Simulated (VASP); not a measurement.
# TePb (Fm-3m) in VASP: notebook

The runs below take TePb through single point, with PBE.

Everything below comes from runs of VASP 6.6.1. Logs are shortened: lines on timing, memory, paths and dates and some standing lists are left out, and cuts for length are marked.

**Experimental background.**

From a printed reference work, monograph, for a bulk crystal of TePb at 4.2 K: band gap 0.19 eV (direct).

How close the calculation comes is told below.

## 1. The cell of the first run

It takes space group Fm-3m (No. 225, cubic). The conventional cell has a = 6.637 Å, b = 6.637 Å, c = 6.637 Å, α = 90.00°, β = 90.00°, γ = 90.00°. Te (site symmetry m-3m) has 6 Pb at 3.32 Å within 4.4 Å. Pb (site symmetry m-3m) has 6 Te at 3.32 Å within 4.4 Å.

## 2. Single point, PBE (volume scaled by 1.03)

Contents of INCAR:

```
SYSTEM = TePb
PREC = Accurate
ENCUT = 520
EDIFF = 1E-7
ISMEAR = 0
SIGMA = 0.02
LREAL = .FALSE.
LASPH = .TRUE.
NELM = 60
ALGO = Normal
ISIF = 2
LWAVE = .FALSE.
LCHARG = .TRUE.
GGA = PE
LELF = .TRUE.
LVHAR = .TRUE.
NBANDS = 17
```

Contents of KPOINTS:

```
regular mesh
0
G
  8 8 8
  0 0 0
```

Contents of POSCAR:

```
TePb
1.0
    0.0000000000      3.3185879981      3.3185879981
    3.3185879981      0.0000000000      3.3185879981
    3.3185879981      3.3185879981      0.0000000000
Te Pb
1 1
Direct
    0.5000000000      0.5000000000      0.5000000000
    0.0000000000      0.0000000000      0.0000000000
```

Potentials or basis: VASP PAW PBE potentials, release 64 (Te, Pb_d).

The run is started by

```bash
$ cat potpaw_PBE.64/Te/POTCAR potpaw_PBE.64/Pb_d/POTCAR > POTCAR
$ mpirun -np 1 vasp_std > vasp.out
```

OUTCAR:

```text
SYSTEM = TePb
   PREC = Accurate
   ENCUT = 520
   EDIFF = 1E-7
   ISMEAR = 0
   LREAL = .FALSE.
   LASPH = .TRUE.
   NELM = 60
   ISIF = 2
   GGA = PE

 ion  position               nearest neighbor table
   1  0.500  0.500  0.500-   2 3.32   2 3.32   2 3.32   2 3.32   2 3.32   2 3.32
   2  0.000  0.000  0.000-   1 3.32   1 3.32   1 3.32   1 3.32   1 3.32   1 3.32

  LATTYP: Found a face centered cubic cell.
 ALAT       =     6.6371759962

  Lattice vectors:

 A1 = (   0.0000000000,   3.3185879981,   3.3185879981)
 A2 = (   3.3185879981,   0.0000000000,   3.3185879981)
 A3 = (   3.3185879981,   3.3185879981,   0.0000000000)

Analysis of symmetry for initial positions (statically):
=====================================================================
 Subroutine PRICEL returns:
 Original cell was already a primitive cell.

 Routine SETGRP: Setting up the symmetry group for a
 face centered cubic supercell.

 Subroutine GETGRP returns: Found 48 space group operations
 (whereof 48 operations were pure point group operations)
 out of a pool of 48 trial point group operations.

The static configuration has the point symmetry O_h .

Analysis of symmetry for dynamics (positions and initial velocities):
=====================================================================
 Subroutine PRICEL returns:
 Original cell was already a primitive cell.

 Routine SETGRP: Setting up the symmetry group for a
 face centered cubic supercell.

 Subroutine GETGRP returns: Found 48 space group operations
 (whereof 48 operations were pure point group operations)
 out of a pool of 48 trial point group operations.

The dynamic configuration has the point symmetry O_h .

 Subroutine INISYM returns: Found 48 space group operations
 (whereof 48 operations are pure point group operations),
 and found     1 'primitive' translations

----------------------------------------------------------------------------------------

                                     Primitive cell

  volume of cell :      73.0954

  direct lattice vectors                    reciprocal lattice vectors
     0.000000000  3.318587998  3.318587998    -0.150666488  0.150666488  0.150666488
     3.318587998  0.000000000  3.318587998     0.150666488 -0.150666488  0.150666488
     3.318587998  3.318587998  0.000000000     0.150666488  0.150666488 -0.150666488

[... 73 lines left out ...]
 SYSTEM =  TePb
   PREC   = accura    normal or accurate (medium, high low for compatibility)
   ISTART =      0    job   : 0-new  1-cont  2-samecut
   ICHARG =      2    charge: 1-file 2-atom 10-const
   ISPIN  =      1    spin polarized calculation?
   LNONCOLLINEAR =      F non collinear calculations
   LSORBIT =      F    spin-orbit coupling
   LASPH  =      T    aspherical Exc in radial PAW
   ENCUT  =  520.0 eV  38.22 Ry    6.18 a.u.   8.73  8.73  8.73*2*pi/ulx,y,z
   NELM   =     60;   NELMIN=  2; NELMDL= -5     # of ELM steps
   EDIFF  = 0.1E-06   stopping-criterion for ELM
   LREAL  =      F    real-space projection
   EDIFFG = 0.1E-05   stopping-criterion for IOM
   NSW    =      0    number of steps for IOM
   IBRION =     -1    ionic relax: 0-MD 1-quasi-New 2-CG
   NFREE  =      0    steps in history (QN), initial steepest desc. (CG)
   ISIF   =      2    stress and relaxation
   ISYM   =      2    0-nonsym 1-usesym 2-fastsym
   POTIM  = 0.5000    time-step for ionic-motion
   TEBEG  =    0.0;   TEEND  =   0.0 temperature during run
   PSTRESS=    0.0 pullay stress
   NELECT =      20.0000    total number of electrons
   NUPDOWN=      -1.0000    fix difference up-down
   EMIN   =  10.00;   EMAX   =-10.00  energy-range for DOS
   EFERMI =   0.00;   METHOD = LEGACY
   ISMEAR =     0;   SIGMA  =   0.02  broadening in eV -4-tet -1-fermi 0-gaus
   EFERMI_NEDOS =   21; number of points for ismear=-14 and -15
   IALGO  =     38    algorithm
   IMIX   =      4    mixing-type and parameters
     AMIX     =   0.40;   BMIX     =  1.00
     AMIX_MAG =   1.60;   BMIX_MAG =  1.00
  volume/ion in A,a.u.               =      36.55       246.64
  Fermi-wavevector in a.u.,A,eV,Ry     =   1.062808  2.008416 15.368609  1.129561
  Thomas-Fermi vector in A             =   2.198271
   LORBIT       =      0    0 simple, 1 ext, 2 COOP (PROOUT), +10 PAW based schemes
   GGA     = PE    functional components
   LHFCALC =     F    Hartree Fock is set to
   AEXX    =    0.0000 exact exchange contribution
   IVDW    =     0    specifies the selected vdW correction
   LEPSILON=     F    determine dielectric tensor
   LRPA    =     F    only Hartree local field effects (RPA)
 non-spin polarized calculation
 Gauss-broadening in eV      SIGMA  =   0.02
  energy-cutoff  :      520.00
  volume of cell :       73.10
 maximum number of plane-waves:      1996
   NGX = 17   NGY = 17   NGZ = 17

 number of electron      19.9999997 magnetization

 Free energy of the ion-electron system (eV)
  ---------------------------------------------------
  ext. energy  EPLUGINS =         0.00000000
  ---------------------------------------------------
  free energy    TOTEN  =        -7.51508034 eV

  energy without entropy =       -7.51508034  energy(sigma->0) =       -7.51508034

 E-fermi :   4.7058     XC(G=0):  -8.9435

 val. band max:        4.6219634169   @ k =   0.5000   0.0000   0.0000
 cond. band min:       5.5064570126   @ k =   0.5000   0.0000   0.0000
 fundamental gap:      0.8844935957
 Fermi energy:         4.7057685776

 k-point     1 :       0.0000    0.0000    0.0000
  band No.  band energies     occupation
      1     -11.9837      2.00000
      2     -11.9837      2.00000
      3     -11.9800      2.00000
      4     -11.9800      2.00000
      5     -11.9800      2.00000
      6      -6.7569      2.00000
[... 457 lines left out ...]
      4     -11.9713      2.00000
      5     -11.9657      2.00000
      6      -5.3755      2.00000
[... 9 lines left out ...]
     16      14.3896      0.00000
     17      14.6462      0.00000

 [... further k-points ...]
[... 5 lines left out ...]
  --------------------------------------------------------------------------------------
  -------------------------------------------------------------------------------------
  Total       -0.5207077     -0.5207077     -0.5207077      0.0000000      0.0000000     -0.0000000
  in kB      -11.4133877    -11.4133877    -11.4133877      0.0000000      0.0000000     -0.0000000
  external PRESSURE =     -11.4133877 kB  Pullay stress =       0.0000000 kB

 VOLUME and BASIS-vectors are now :
 -----------------------------------------------------------------------------
  energy-cutoff  :      520.00
  volume of cell :       73.10
      direct lattice vectors                 reciprocal lattice vectors
     0.000000000  3.318587998  3.318587998    -0.150666488  0.150666488  0.150666488
     3.318587998  0.000000000  3.318587998     0.150666488 -0.150666488  0.150666488
     3.318587998  3.318587998  0.000000000     0.150666488  0.150666488 -0.150666488

 POSITION                                       TOTAL-FORCE (eV/Angst)
 -----------------------------------------------------------------------------------
      3.31859      3.31859      3.31859         0.000000     -0.000000      0.000000
      0.00000      0.00000      0.00000        -0.000000      0.000000     -0.000000
 -----------------------------------------------------------------------------------
    total drift:                               -0.000000      0.000000      0.000000

  FREE ENERGIE OF THE ION-ELECTRON SYSTEM (eV)
  ---------------------------------------------------
  free  energy   TOTEN  =        -7.5150803368 eV

  energy  without entropy=       -7.5150803368  energy(sigma->0) =       -7.51508034
```

It took 15 s on 1 thread of Intel Xeon 6975P-C (Granite Rapids), shared host; peak memory 0.21 GiB.

Results:

```yaml
Free_energy: -7.5151 eV
Pressure: -1.1 GPa
Band_gap_on_the_k_mesh: 0.88 eV, direct
```

Levels at points of the mesh, in eV from the valence-band top:
```tsv
k point	band 7	band 8	band 9	band 10	band 11	band 12	band 13	band 14
(0.00, 0.00, 0.00)	-5.78	-1.04	-1.04	-1.04	3.99	3.99	3.99	5.98
(0.50, 0.00, 0.00)	-8.19	-0.64	-0.64	0.00	0.88	1.46	1.46	8.31
(0.50, 0.50, 0.00)	-7.18	-3.88	-2.35	-2.35	3.64	5.19	5.19	6.26
```

Caveat: the cell differs from its parent crystal (volume scaled by 1.03); spin-orbit coupling is left out, which moves the levels of the heavy elements.

## 3. Single point, PBE (volume scaled by 1.06)

Contents of INCAR:

```
ALGO = Normal
EDIFF = 1E-6
ENCUT = 520
GGA = PE
ISIF = 2
ISMEAR = 0
LASPH = T
LCHARG = F
LREAL = F
LWAVE = F
NBANDS = 17
NELM = 80
PREC = Accurate
SIGMA = 0.02
```

Contents of KPOINTS:

```
k-points
0
Gamma
  8 8 8
```

Contents of POSCAR:

```
TePb
1.0
    0.0000000000      3.3504994557      3.3504994557
    3.3504994557      0.0000000000      3.3504994557
    3.3504994557      3.3504994557      0.0000000000
Te Pb
1 1
Direct
    0.5000000000      0.5000000000      0.5000000000
    0.0000000000      0.0000000000      0.0000000000
```

Potentials or basis: VASP PAW PBE potentials, release 64 (Te, Pb_d).

The run is started by

```bash
$ cat potpaw_PBE.64/Te/POTCAR potpaw_PBE.64/Pb_d/POTCAR > POTCAR
$ mpirun -np 1 vasp_std > vasp.out
```

It took 15 s on 1 thread of Intel Xeon 6975P-C (Granite Rapids), shared host; peak memory 0.21 GiB.

It converged, with:

```yaml
Free_energy: -7.4942 eV
Pressure: -2.1 GPa
Band_gap_on_the_k_mesh: 0.93 eV, direct
```

Levels at points of the mesh, in eV from the valence-band top:
```tsv
k point	band 6	band 7	band 8	band 9	band 10	band 11	band 12	band 13	band 14	band 15
(0.00, 0.00, 0.00)	-11.17	-5.85	-0.95	-0.95	-0.95	3.94	3.94	3.94	6.04	6.04
(0.50, 0.00, 0.00)	-10.01	-8.07	-0.56	-0.56	0.00	0.93	1.52	1.52	8.27	9.01
(0.50, 0.50, 0.00)	-9.85	-7.15	-3.68	-2.20	-2.20	3.75	5.09	5.09	6.10	9.87
```

Caveat: the cell differs from its parent crystal (volume scaled by 1.06); spin-orbit coupling is left out, which moves the levels of the heavy elements. A k mesh can miss the band edges.

## 4. Single point, PBE (volume scaled by 1.10)

Contents of INCAR:

```
SYSTEM = TePb
PREC = Accurate ; ENCUT = 520
EDIFF = 1E-6 ; ISMEAR = 0
SIGMA = 0.02 ; LREAL = .False.
LASPH = .True. ; NELM = 100
ALGO = Normal ; ISIF = 2
LWAVE = .False. ; LCHARG = .True.
GGA = PE ; LELF = .True.
LVHAR = .True. ; NBANDS = 17
```

Contents of KPOINTS:

```
regular mesh
0
Gamma
  8 8 8
  0 0 0
```

Contents of POSCAR:

```
TePb
1.0
    0.0000000000      3.3921248232      3.3921248232
    3.3921248232      0.0000000000      3.3921248232
    3.3921248232      3.3921248232      0.0000000000
Te Pb
1 1
Direct
    0.5000000000      0.5000000000      0.5000000000
    0.0000000000      0.0000000000      0.0000000000
```

The run is started by

```bash
$ cat potpaw_PBE.64/Te/POTCAR potpaw_PBE.64/Pb_d/POTCAR > POTCAR
$ mpirun -np 1 vasp_std > vasp.out
```

It took 15 s on 1 thread of Intel Xeon 6975P-C (Granite Rapids), shared host; peak memory 0.21 GiB.

Results (log left out):

```
Free energy            : -7.4496 eV
Pressure               : -3.0 GPa
Band gap on the k mesh : 0.97 eV, direct
```

Levels at points of the mesh, in eV from the valence-band top:
```csv
k point,band 7,band 8,band 9,band 10,band 11,band 12,band 13,band 14
"(0.00, 0.00, 0.00)",-5.94,-0.83,-0.83,-0.83,3.88,3.88,3.88,6.10
"(0.50, 0.00, 0.00)",-7.94,-0.46,-0.46,0.00,0.98,1.58,1.58,8.22
"(0.50, 0.50, 0.00)",-7.12,-3.43,-2.02,-2.02,3.88,4.95,4.95,5.90
```

Caveat: the cell differs from its parent crystal (volume scaled by 1.10); spin-orbit coupling is left out, which moves the levels of the heavy elements. A k mesh can miss the band edges.

## 5. Single point, PBE

This run uses another cell than the first one, of 35.48 Å³/atom, 0.971 times its volume.

Contents of INCAR:

```
SYSTEM = TePb
ALGO = Normal
EDIFF = 1E-7
ENCUT = 520
GGA = PE
ISIF = 2
ISMEAR = 0
LASPH = .TRUE.
LCHARG = .TRUE.
LELF = .TRUE.
LREAL = .FALSE.
LVHAR = .TRUE.
LWAVE = .FALSE.
NBANDS = 17
NELM = 60
PREC = Accurate
SIGMA = 0.02
```

Contents of KPOINTS:

```
k-points
0
G
  8 8 8
  0 0 0
```

Contents of POSCAR:

```
TePb
1.0
    0.0000000000      3.2860507261      3.2860507261
    3.2860507261      0.0000000000      3.2860507261
    3.2860507261      3.2860507261      0.0000000000
Te Pb
1 1
Direct
    0.5000000000      0.5000000000      0.5000000000
    0.0000000000      0.0000000000      0.0000000000
```

The run is started by

```bash
$ cat potpaw_PBE.64/Te/POTCAR potpaw_PBE.64/Pb_d/POTCAR > POTCAR
$ mpirun -np 1 vasp_std > vasp.out
```

It took 15 s on 1 thread of Intel Xeon 6975P-C (Granite Rapids), shared host; peak memory 0.21 GiB.

The run converged. Its results:

```yaml
Free_energy: -7.5230 eV
Pressure: -0.1 GPa
Band_gap_on_the_k_mesh: 0.83 eV, direct
```

Levels at points of the mesh, in eV from the valence-band top:
```csv
k point,band 8,band 9,band 10,band 11,band 12,band 13
"(0.00, 0.00, 0.00)",-1.15,-1.15,-1.15,4.02,4.02,4.02
"(0.50, 0.00, 0.00)",-0.73,-0.73,0.00,0.83,1.40,1.40
"(0.50, 0.50, 0.00)",-4.10,-2.51,-2.51,3.51,5.30,5.30
```

Caveat: spin-orbit coupling is left out, which moves the levels of the heavy elements.

## 6. The runs side by side

| cell | gap on the mesh (eV) | pressure (GPa) |
| --- | --- | --- |
| a = 4.693 Å, angles 60.0°, 2 atoms | 0.88 | -1.1 |
| a = 4.738 Å, angles 60.0°, 2 atoms | 0.93 | -2.1 |
| a = 4.797 Å, angles 60.0°, 2 atoms | 0.97 | -3.0 |
| a = 4.647 Å, angles 60.0°, 2 atoms | 0.83 | -0.1 |

Alike in all rows: task single point; level PBE; potentials or basis VASP PAW PBE potentials, release 64 (Te, Pb_d); no spin polarisation; k mesh 8 × 8 × 8; cutoff (eV) 520; smearing gaussian 0.02 eV.

Caveats: spin-orbit coupling is left out, which moves the levels of the heavy elements.

Total energies depend on the potentials used, so only differences within one code and one set of settings carry meaning.

## 7. Against experiment

Step 5. Against the measured gap of TePb, 0.19 eV (direct; 4.2 K; a printed reference work, monograph), the calculated 0.83 eV is off by +0.64 eV. Spin-orbit coupling on Pb, Te is left out. The value is that of PBE on a finite k mesh, which can miss the band edges, without temperature or zero-point motion.
